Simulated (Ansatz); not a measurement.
## The stack of 2H-MoSSe under Sc2CCl2 MXene, upper layer turned by 180° between two gates

How does the stack of 2H-MoSSe under Sc2CCl2 MXene, upper layer turned by 180° take up charge from its gate?

Calculated with Ansatz 0.2.0; plane-wave DFT, PBE-D3(BJ), Ansatz PAW.

This is a report of a sequence of runs, with most program output left out.

### Step 1. Set-up

The cell holds 8 atoms: 1 Se, 1 Mo, 1 S, 2 Cl, 2 Sc and 1 C. Its edges and angles: a = 3.238 Å, b = 3.238 Å, c = 55.972 Å, α = 90.0°, β = 90.0°, γ = 120.0°. Regions: layer 1: 2H-MoSSe, 3 atoms (1 Se, 1 Mo and 1 S); layer 2: Sc2CCl2 MXene, 5 atoms (2 Cl, 2 Sc and 1 C). Vacuum lies along c.

### Step 2. Relaxing the slab

The starting cell is a guess, so the in-plane lattice and the atoms are relaxed first, with the slab cut off from its images along the normal.

The input, input.yaml:

```yaml
crystal:
  lattice:
    - [3.23804, 0.0, 0.0]
    - [-1.61902, 2.8042248985, 0.0]
    - [0.0, 0.0, 55.9721976332]
  atoms:
    - { symbol: Se, position: [0.3333333333, 0.6666666667, 0.3885857786] }
    - { symbol: Mo, position: [0.0, 0.0, 0.4208951312] }
    - { symbol: S, position: [0.3333333333, 0.6666666667, 0.4492064354] }
    - { symbol: Cl, position: [0.0, 0.0, 0.5036977744] }
    - { symbol: Sc, position: [0.6666666667, 0.3333333333, 0.5348138996] }
    - { symbol: C, position: [0.3333333333, 0.6666666667, 0.5575559979] }
    - { symbol: Sc, position: [0.0, 0.0, 0.5802980961] }
    - { symbol: Cl, position: [0.6666666667, 0.3333333333, 0.6114142214] }
  periodic: [true, true, false]
kpoints:
  mp_grid: { grid: [12, 12, 1] }
hamiltonian:
  xc: pbe
  dispersion: d3bj
scf:
  occupations: { method: fermi_dirac, width: 0.05 }
  convergence: { dr2_threshold: 1.0e-09 }
relax:
  f_tol: 0.004
  max_steps: 90
  cell: {}
output:
  write_potential: true
  write_density: true
  volumetric_format: npy
```

The run is started by

```
$ ansatz run input.yaml --threads 4 --pin off --max-ram 12288MiB --backend cpu --events-out ev --progress --plain --runs-dir out
```

Elapsed: 99 s, on 4 threads of Arm Neoverse V2, shared host; peak memory 1.2 GiB.

This run has no spin polarisation, although Mo can carry a moment.

The steps of the relaxation:

| step | energy less that of the first step (eV) | largest force component (eV/Å) | volume (Å³) |
| --- | --- | --- | --- |
| 1 | 0.0000 | 1.4957 | 508.24 |
| 2 | -0.1907 | 1.6007 | 533.70 |
| 3 | -0.2952 | 0.0765 | 535.23 |
| 4 | -0.2968 | 0.0160 | 537.41 |
| 5 | -0.2968 | 0.0074 | 537.97 |
| 6 | -0.2968 | 0.0030 | 537.96 |
| 7* | -0.2999 | 0.0032 | 537.96 |

Relaxation steps marked * repeat the geometry before them on a plane-wave basis chosen anew for their cell, so energy and pressure can jump there.

The run keeps the 6 symmetry operations that it works with, so distortions that break them were not tested.

| cell as run | before | after | change |
| --- | --- | --- | --- |
| a (Å) | 3.238 | 3.331 | +2.9 % |
| b (Å) | 3.238 | 3.331 | +2.9 % |

The atoms that moved most (Å, along periodic axes as changes of fractional coordinates times the final cell, across vacuum about the mean position):

| atom | dx | dy | dz | length |
| --- | --- | --- | --- | --- |
| Se1 | 0.000 | 0.000 | 0.263 | 0.263 |
| Cl8 | 0.000 | 0.000 | -0.164 | 0.164 |
| Mo2 | 0.000 | 0.000 | 0.124 | 0.124 |
| Sc7 | 0.000 | 0.000 | -0.120 | 0.120 |
| C6 | 0.000 | 0.000 | -0.085 | 0.085 |
| Sc5 | 0.000 | 0.000 | -0.051 | 0.051 |
| S3 | 0.000 | 0.000 | 0.033 | 0.033 |

Numbers from this step:

| Property | Result |
| --- | --- |
| energy at zero smearing | -18021.1341 eV |

The lattice constant a goes from 3.238 to 3.331 Å.

### Step 3. Gated layer, added electrons 0, start network

The slab is cut off from its images along the normal. A charged sheet stands for each gate, the layer takes the opposite charge, and a barrier ahead of the sheet keeps electrons from leaking to it. The uncharged case sets the zero; a dense mesh is needed because few carriers fill a small part of the zone.

The cell differs from the one that the last finished run ended in (c 55.972 → 54.546 Å).

The input, input.yaml:

```yaml
crystal:
  lattice:
    - [3.3313779561, 0.0, 0.0]
    - [-1.665688978, 2.8850579396, 0.0]
    - [0.0, 0.0, 54.5456545556]
  atoms:
    - { symbol: Se, position: [0.3333333333, 0.6666666667, 0.3895819048] }
    - { symbol: Mo, position: [0.0, 0.0, 0.4201965862] }
    - { symbol: S, position: [0.3333333333, 0.6666666667, 0.4475789871] }
    - { symbol: Cl, position: [0.0, 0.0, 0.5028989291] }
    - { symbol: Sc, position: [0.6666666667, 0.3333333333, 0.5338888415] }
    - { symbol: C, position: [0.3333333333, 0.6666666667, 0.5565926969] }
    - { symbol: Sc, position: [0.0, 0.0, 0.5793004143] }
    - { symbol: Cl, position: [0.6666666667, 0.3333333333, 0.6104180952] }
  periodic: [true, true, false]
  symmetry: { detect: true }
kpoints:
  mp_grid: { grid: [36, 36, 1] }
  band_path:
    path: [[0, 0, 0], [0.5, 0, 0], [0.33333333, 0.33333333, 0], [0, 0, 0]]
    npoints: 16
hamiltonian:
  xc: pbe
  dispersion: d3bj
scf:
  occupations: { method: fermi_dirac, width: 0.05 }
  convergence: { dr2_threshold: 1.0e-10 }
output:
  forces: true
  eigenvalues: true
  dos: { projected: true, e_range: [-3, 3], de: 0.01 }
  write_potential: true
  write_density: true
  volumetric_format: npy
  elf: true
external_charges:
  - { charge: 0, barrier: 10, axis: 3, height: 37.796, sigma: 0.25 }
  - { charge: 0, barrier: 10, axis: 3, height: 16.75, sigma: 0.25 }
```

The job ended after 2.7 min (4 threads; peak memory 2.4 GiB).

Numbers from this step:

```yaml
gap_along_the_path: 0.4909 eV
smallest_direct_gap_along_the_path: 1.006 eV
gap_the_smaller_of_path_and_mesh: 0.4909 eV
potential_beyond_the_upper_barrier_and_gate_less_the_barrier_from_the_fermi_level: 5.404 eV
```

Running mean over a fixed 2.8 Å (it still follows the layers) of the planar mean; beyond a gate it holds the 10 eV model barrier. Table of electron's electrostatic potential energy less the Fermi level by z:

| z (Å) | electron's electrostatic potential energy less the Fermi level (eV) |
| --- | --- |
| 4 | 14.7 |
| 6 | 14.7 |
| 8 | 14.7 |
| 10 | 14.7 |
| 12 | 14.7 |
| 14 | 14.7 |
| 16 | 12.4 |
| 18 | 5.36 |
| 20 | 1.23 |
| 22 | -8.83 |
| 24 | -8.24 |
| 26 | 0.454 |
| 28 | -6.35 |
| 30 | -7.68 |
| 32 | -7.19 |
| 34 | -0.365 |
| 36 | 5.37 |
| 38 | 11.1 |
| 40 | 15.4 |
| 42 | 15.4 |
| 44 | 15.4 |
| 46 | 15.4 |
| 48 | 15.4 |
| 50 | 15.4 |

The density of states has structure finer than the step of the table below, so its rows give means over 0.1 eV, whole bins alone (the curve runs from -3 to 2.23 eV). Peaks (eV: height): -2.25: 13.7, -1.48: 20.2, -1.35: 11.9, -1.27: 11.6, 1.20: 11.5, 1.29: 9.69, 1.50: 11.1.

Density of states against energy, zero at the Fermi level of the run, which the smearing sets inside the gap; means over each step:

| energy (eV) | density of states (states/eV a cell) |
| --- | --- |
| -2.9 | 4.41 |
| -2.8 | 3.60 |
| -2.7 | 2.24 |
| -2.6 | 1.83 |
| -2.5 | 4.55 |
| -2.4 | 6.38 |
| -2.3 | 7.81 |
| -2.2 | 8.06 |
| -2.1 | 5.24 |
| -2.0 | 4.51 |
| -1.9 | 4.18 |
| -1.8 | 4.23 |
| -1.7 | 5.13 |
| -1.6 | 3.63 |
| -1.5 | 10.3 |
| -1.4 | 7.98 |
| -1.3 | 10.4 |
| -1.2 | 6.78 |
| -1.1 | 4.71 |
| -1.0 | 4.52 |
| -0.9 | 4.13 |
| -0.8 | 5.22 |
| -0.7 | 2.76 |
| -0.6 | 1.72 |
| -0.5 | 1.30 |
| -0.4 | 0.495 |
| -0.3 | 0.551 |
| -0.2 | 0.0650 |
| -0.1 | 0 |
| 0.0 | 0 |
| 0.1 | 0 |
| 0.2 | 0.0136 |
| 0.3 | 0.606 |
| 0.4 | 0.713 |
| 0.5 | 0.761 |
| 0.6 | 0.901 |
| 0.7 | 1.29 |
| 0.8 | 1.42 |
| 0.9 | 1.59 |
| 1.0 | 1.94 |
| 1.1 | 2.17 |
| 1.2 | 7.07 |
| 1.3 | 7.05 |
| 1.4 | 3.69 |
| 1.5 | 8.33 |
| 1.6 | 6.73 |
| 1.7 | 3.69 |
| 1.8 | 3.20 |
| 1.9 | 5.55 |
| 2.0 | 4.19 |
| 2.1 | 5.36 |

Projected DOS per atom over height of the atomic layer and energy from the Fermi level. Layers: Se Mo S Cl Sc C Sc Cl from below.

Ten even steps from '_' (0.00 states/eV) to '@' (3.73 states/eV), each cell a mean:
```
..--..__::__::__
..==::__..__..__
::**..__..__..__
::##..__..__..__
..%%..__..__..__
__..____..__..__
________..__..__
________________
________________
________________
________________
________________
__..____..==..__
__==..__..--..__
__**::__..++..__
__..__..--@@--..
--....__..::..__
--..::____::____
==::--__..--..__
==--::____--____
....__________..
______--______--
```
Columns: height of the atomic layer (Å) from 21.2 to 33.3 (not evenly spaced); rows upwards: energy from the Fermi level (eV) from -2.98 to 2.22.

The electronic bands at the labelled points (eV, zero at the Fermi level of the run, which the smearing sets inside the gap):

| point | band 35 | band 36 | band 37 | band 38 | band 39 | band 40 | band 41 | band 42 |
| --- | --- | --- | --- | --- | --- | --- | --- | --- |
| Γ | -1.59 | -0.46 | -0.46 | -0.24 | 2.00 | 2.00 | 2.13 | 2.13 |
| halfway | -1.69 | -1.47 | -1.13 | -0.73 | 1.03 | 1.38 | 1.58 | 2.10 |
| M | -1.63 | -1.35 | -1.18 | -0.76 | 0.25 | 1.18 | 1.62 | 2.96 |
| halfway | -2.29 | -1.47 | -1.29 | -0.95 | 1.06 | 1.26 | 1.94 | 2.69 |
| K | -2.11 | -2.11 | -1.22 | -0.70 | 0.62 | 2.32 | 2.43 | 2.58 |
| halfway | -1.68 | -1.50 | -1.19 | -1.05 | 1.17 | 1.53 | 1.59 | 1.96 |
| Γ | -1.59 | -0.46 | -0.46 | -0.24 | 2.00 | 2.00 | 2.13 | 2.13 |

Valence density in the ca plane at fractional y = 0.667, with atoms of Se and S and C within 0.2 Å of it. It is the smooth field of the valence electrons, not physical close to the nuclei.

Values in e/Å³, 5 rows by 16 columns, each cell a mean:
```
 0  0  1  0  0  0  0  1  0  0  0  0  0  0  0  0
 0  0  0  0  0  0  0  0  0  0  0  0  0  0  0  0
 2  6  0  1  1  0  0  0  0  1  1  0  0  0  0  0
 4 12  0  1  1  0  0  0  0  1  1  0  0  0  0  0
 0  1  0  0  1  0  0  0  0  0  1  0  0  0  0  0
```
Columns run along c (16.0 Å, from fractional 0.37 to 0.67 of the cell), rows up along a (3.3 Å). Atoms in or near the plane, at fractional coordinates: Se at (0.39, 0.33), S at (0.45, 0.33), C at (0.56, 0.33).

Electrostatic potential energy in the ca plane at fractional y = 0.667, with atoms of Se and S and C within 0.2 Å of it. With pseudopotentials it is smooth inside the atoms' cores, unlike the true potential.

Ten even steps from '0' (-40 eV) to '9' (0 eV), each cell a mean:
```
99988765578899999988788766788876678878999999
99998764568999999987777656788865678778999999
98888876678889999998888767888876778888999999
86445787776447999999998888877888888999999999
74453588862003799999999888721488899999999999
64665478850100699999999998500179999999999999
64564488860001799999999998600279999999999999
85333688874125899999999888854788889999999999
98667777777778999998888877888887788889999999
```
Columns run along c (16.0 Å, from fractional 0.37 to 0.67 of the cell; values clipped at the 3rd and 97th percentile), rows up along a (3.3 Å). Atoms in or near the plane, at fractional coordinates: Se at (0.39, 0.33), S at (0.45, 0.33), C at (0.56, 0.33).

ELF in the ca plane at fractional y = 0.667, with atoms of Se and S and C within 0.2 Å of it. It is the smooth field of the valence electrons, not physical close to the nuclei.

Values, 5 rows by 16 columns, each cell a mean:
```
0.00 0.00 0.00 0.00 0.00 0.02 0.13 0.28 0.21 0.22 0.23 0.07 0.37 0.82 0.32 0.14
0.00 0.00 0.00 0.00 0.01 0.15 0.48 0.58 0.29 0.28 0.59 0.33 0.24 0.69 0.25 0.19
0.00 0.00 0.00 0.00 0.07 0.55 0.84 0.58 0.46 0.51 0.61 0.81 0.07 0.14 0.11 0.60
0.00 0.00 0.00 0.00 0.09 0.62 0.85 0.42 0.47 0.52 0.40 0.87 0.08 0.06 0.11 0.69
0.00 0.00 0.00 0.00 0.02 0.31 0.71 0.71 0.38 0.39 0.76 0.56 0.15 0.49 0.19 0.32
```
Columns run along c (16.0 Å, from fractional 0.26 to 0.55 of the cell), rows up along a (3.3 Å). Atoms in or near the plane, at fractional coordinates: Se at (0.39, 0.33), S at (0.45, 0.33).

The gap, the smaller of path and mesh, is 0.491 eV.

### Step 4. Gated layer, added electrons -1×10¹³ per cm², start atoms

input.yaml, the sections that differ from step 3:

```yaml
total_charge: 0.009612
kpoints:
  mp_grid: { grid: [36, 36, 1] }
output:
  forces: true
  eigenvalues: true
  write_potential: true
  write_density: true
  volumetric_format: npy
external_charges:
  - { charge: 0, barrier: 10, axis: 3, height: 37.796, sigma: 0.25 }
  - { charge: -0.004806, axis: 3, height: 39.296, sigma: 0.5 }
  - { charge: 0, barrier: 10, axis: 3, height: 16.75, sigma: 0.25 }
  - { charge: -0.004806, axis: 3, height: 15.25, sigma: 0.5 }
# crystal, hamiltonian, scf: as in step 3
```

Wall time 3 min (4 threads); peak memory 2.4 GiB.

This step gave:

```
energy at zero smearing                                                             : -18021.0810 eV
potential beyond the upper barrier and gate, less the barrier, from the Fermi level : 6.154 eV
```

Against the uncharged case this takes -0.69 V.

### Step 5. Gated layer, added electrons -2×10¹³ per cm², start atoms

Changes to input.yaml since step 4:

```diff
@@ -16,3 +16,3 @@
   symmetry: { detect: true }
-total_charge: 0.009612
+total_charge: 0.019222
 kpoints:
@@ -33,4 +33,4 @@
   - { charge: 0, barrier: 10, axis: 3, height: 37.796, sigma: 0.25 }
-  - { charge: -0.004806, axis: 3, height: 39.296, sigma: 0.5 }
+  - { charge: -0.009611, axis: 3, height: 39.296, sigma: 0.5 }
   - { charge: 0, barrier: 10, axis: 3, height: 16.75, sigma: 0.25 }
-  - { charge: -0.004806, axis: 3, height: 15.25, sigma: 0.5 }
+  - { charge: -0.009611, axis: 3, height: 15.25, sigma: 0.5 }
```

Run time: 2.8 min. Hardware: 4 threads; peak memory 2.4 GiB.

Against the uncharged case this takes -1.21 V.

### Step 6. Gated layer, added electrons -4×10¹³ per cm², start atoms

Changes to input.yaml since step 5:

```diff
@@ -16,3 +16,3 @@
   symmetry: { detect: true }
-total_charge: 0.019222
+total_charge: 0.038444
 kpoints:
@@ -33,4 +33,4 @@
   - { charge: 0, barrier: 10, axis: 3, height: 37.796, sigma: 0.25 }
-  - { charge: -0.009611, axis: 3, height: 39.296, sigma: 0.5 }
+  - { charge: -0.019222, axis: 3, height: 39.296, sigma: 0.5 }
   - { charge: 0, barrier: 10, axis: 3, height: 16.75, sigma: 0.25 }
-  - { charge: -0.009611, axis: 3, height: 15.25, sigma: 0.5 }
+  - { charge: -0.019222, axis: 3, height: 15.25, sigma: 0.5 }
```

The job ended after 2.8 min (4 threads; peak memory 2.4 GiB).

Against the uncharged case this takes -2.19 V.

### Step 7. Gated layer, added electrons -7×10¹³ per cm², start atoms

Changes to input.yaml since step 6:

```diff
@@ -16,3 +16,3 @@
   symmetry: { detect: true }
-total_charge: 0.038444
+total_charge: 0.067278
 kpoints:
@@ -33,4 +33,4 @@
   - { charge: 0, barrier: 10, axis: 3, height: 37.796, sigma: 0.25 }
-  - { charge: -0.019222, axis: 3, height: 39.296, sigma: 0.5 }
+  - { charge: -0.033639, axis: 3, height: 39.296, sigma: 0.5 }
   - { charge: 0, barrier: 10, axis: 3, height: 16.75, sigma: 0.25 }
-  - { charge: -0.019222, axis: 3, height: 15.25, sigma: 0.5 }
+  - { charge: -0.033639, axis: 3, height: 15.25, sigma: 0.5 }
```

Elapsed: 2.9 min, on 4 threads; peak memory 2.4 GiB.

Against the uncharged case this takes -3.65 V.

### Step 8. Gated layer, added electrons -11×10¹³ per cm², start atoms

Changes to input.yaml since step 7:

```diff
@@ -16,3 +16,3 @@
   symmetry: { detect: true }
-total_charge: 0.067278
+total_charge: 0.105724
 kpoints:
@@ -33,4 +33,4 @@
   - { charge: 0, barrier: 10, axis: 3, height: 37.796, sigma: 0.25 }
-  - { charge: -0.033639, axis: 3, height: 39.296, sigma: 0.5 }
+  - { charge: -0.052862, axis: 3, height: 39.296, sigma: 0.5 }
   - { charge: 0, barrier: 10, axis: 3, height: 16.75, sigma: 0.25 }
-  - { charge: -0.033639, axis: 3, height: 15.25, sigma: 0.5 }
+  - { charge: -0.052862, axis: 3, height: 15.25, sigma: 0.5 }
```

Elapsed: 2.7 min, on 4 threads; peak memory 2.4 GiB; 11 min of CPU time.

Against the uncharged case this takes -5.58 V.

### Step 9. Gated layer, added electrons 2×10¹³ per cm²

input.yaml, the sections that differ from step 8:

```yaml
total_charge: -0.019222
kpoints:
  mp_grid: { grid: [36, 36, 1] }
  band_path:
    path: [[0, 0, 0], [0.5, 0, 0], [0.33333333, 0.33333333, 0], [0, 0, 0]]
    npoints: 16
output:
  forces: true
  eigenvalues: true
  dos: { projected: true, e_range: [-3, 3], de: 0.01 }
  write_potential: true
  write_density: true
  volumetric_format: npy
  elf: true
external_charges:
  - { charge: 0, barrier: 10, axis: 3, height: 37.796, sigma: 0.25 }
  - { charge: 0.009611, axis: 3, height: 39.296, sigma: 0.5 }
  - { charge: 0, barrier: 10, axis: 3, height: 16.75, sigma: 0.25 }
  - { charge: 0.009611, axis: 3, height: 15.25, sigma: 0.5 }
# crystal, hamiltonian, scf: as in step 8
```

Run time: 3.1 min. Hardware: 4 threads; peak memory 2.4 GiB; 12 min of CPU time.

Against the uncharged case this takes +1.27 V.

### Step 10. Gated layer, added electrons 6×10¹³ per cm²

Changes to input.yaml since step 9:

```diff
@@ -16,3 +16,3 @@
   symmetry: { detect: true }
-total_charge: -0.019222
+total_charge: -0.057668
 kpoints:
@@ -38,4 +38,4 @@
   - { charge: 0, barrier: 10, axis: 3, height: 37.796, sigma: 0.25 }
-  - { charge: 0.009611, axis: 3, height: 39.296, sigma: 0.5 }
+  - { charge: 0.028834, axis: 3, height: 39.296, sigma: 0.5 }
   - { charge: 0, barrier: 10, axis: 3, height: 16.75, sigma: 0.25 }
-  - { charge: 0.009611, axis: 3, height: 15.25, sigma: 0.5 }
+  - { charge: 0.028834, axis: 3, height: 15.25, sigma: 0.5 }
```

It took 3.2 min on 4 threads; peak memory 2.4 GiB; 13 min of CPU time.

(Continued in part 2 of 2.)

[Logs are printed without paths, hosts, clocks, repeated set-up lines and the standing remarks that a program may print on its own settings, such as how far it seeks lower states.]

[Hosts, paths, dates, database ids (printed as entryN), source tags and the programs' standing remarks are cut or masked in the printed files.]

[Maps of the electrostatic potential energy from Ansatz leave out the sawtooth potential of an applied field or a dipole correction, so their vacuum need not be flat; planar profiles and work functions include it.]

[The density of states shown here was stored with 400 of the rows of the run's finer table, so its peaks can read low, often by over a quarter, or be missed, and its means over a window can be off by a tenth or more.]
